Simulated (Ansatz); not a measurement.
## Tm (bcc)

Level of theory: DFT, PBE, scalar-relativistic, collinear spin; plane waves to 420 eV with PAW datasets (Ansatz 0.2.0), Γ-centred 16×16×16 mesh, 0.05 eV Gaussian smearing. The datasets are Ansatz's generated set soft_2.

```yaml
crystal:
  lattice:
    - [-2.04100, 2.04100, 2.04100]
    - [2.04100, -2.04100, 2.04100]
    - [2.04100, 2.04100, -2.04100]
  atoms:
    - { symbol: Tm, position: [0.00000, 0.00000, 0.00000] }
```

At room temperature and ambient pressure Tm is hcp.

Magnetic state: ferromagnetic, site spin moments Tm 1.21 μB.

Problem. Which orbitals carry the states at the Fermi level, and how many states are there?

Solution. Within 0.1 eV of it: Tm 4f 93 % (shares among the projected shells). The Fermi level sits on a steep edge: the density of states is 9.8, 16.5 and 2.3 states/eV per cell at −0.1, 0 and +0.1 eV.

Density of states (tetrahedra, averaged over 0.5 eV; states/eV per cell of 1 atom; energy in eV from the Fermi level; projections on Löwdin-orthogonalised atomic orbitals, summed over sites):

```tsv
E	total	Tm 4f down	Tm 4f up	Tm 5d up	Tm 5d down	Tm 6s
-5.10	0.0	0.0	0.0	0.0	0.0	0.0
-4.60	0.1	0.0	0.0	0.0	0.0	0.1
-4.10	0.2	0.0	0.0	0.0	0.0	0.1
-3.60	0.2	0.0	0.0	0.0	0.0	0.1
-3.10	0.3	0.0	0.0	0.0	0.1	0.2
-2.60	0.4	0.0	0.0	0.1	0.1	0.2
-2.10	0.5	0.0	0.0	0.1	0.2	0.2
-1.60	6.8	0.0	6.0	0.3	0.3	0.2
-1.10	8.6	0.1	7.9	0.2	0.3	0.1
-0.60	8.8	7.8	0.1	0.4	0.4	0.1
-0.10	6.4	5.7	0.0	0.3	0.4	0.0
0.40	1.7	0.2	0.0	0.7	0.6	0.0
0.90	2.1	0.1	0.0	0.9	0.8	0.1
1.40	1.6	0.0	0.0	0.8	0.7	0.1
1.90	1.1	0.0	0.0	0.5	0.5	0.0
2.40	0.8	0.0	0.0	0.4	0.4	0.0
2.90	0.5	0.0	0.0	0.2	0.2	0.0
3.40	0.9	0.0	0.0	0.4	0.4	0.0
3.90	1.1	0.0	0.0	0.5	0.5	0.0
```

Without a U the open 4f shell is pinned at the Fermi level, an artefact: in the real crystal it splits into occupied and empty levels away from it, and its large orbital moment is missing here. Spin–orbit coupling, which matters for such heavy elements, is left out. The run wasn't fully tested for a lower electronic state. Site moments are of spin, integrated over atomic spheres. No antiparallel order was tried.

The state of the open shells isn't shown to be the lowest, and forces and pressures are less sure for it.
